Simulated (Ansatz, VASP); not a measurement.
# Nb: VASP beside Ansatz

```
Nb
1.0
     0.00000    2.11500    2.11500
     2.11500    0.00000    2.11500
     2.11500    2.11500    0.00000
Nb
1
Direct
  0.00000 0.00000 0.00000
```

This isn't the form of Nb at room conditions, which is bcc.

Alike in both runs: functional PBEsol; dispersion D4; k mesh 11 × 11 × 11; occupations fermi-dirac, width 0.05 eV; no spin polarisation.

|  | VASP | Ansatz |
| --- | --- | --- |
| version | VASP 6.6.1 | Ansatz 0.2.0 |
| potentials or method | VASP PAW PBE potentials, release 64 (Nb_sv) | Ansatz PAW |
| plane-wave cutoff (eV) | 520 | 420 |
| valence electrons in the cell | 13 | 13 |
| task | single point | density of states |

|  | VASP | Ansatz | Ansatz less VASP |
| --- | --- | --- | --- |
| gap on the k mesh at the Fermi level (eV) | none | none | - |
| pressure (GPa) | -9.2 | -8.9 | +0.30 |
| dispersion energy (meV/atom) | -186.1 | -186.2 | -0.16 |

A gap of «none» marks a metal or a gap that the smearing closes.

Caveats: pairwise dispersion overbinds metals, which lowers pressure and volume; the PAW data sets were made with another functional, which shifts forces and pressure a little (VASP); the PAW data sets come from PBE, with cores solved anew for the run's functional, which leaves a small shift of forces and pressure (Ansatz); the density of states is complete only up to the lowest level of the last band computed (Ansatz).
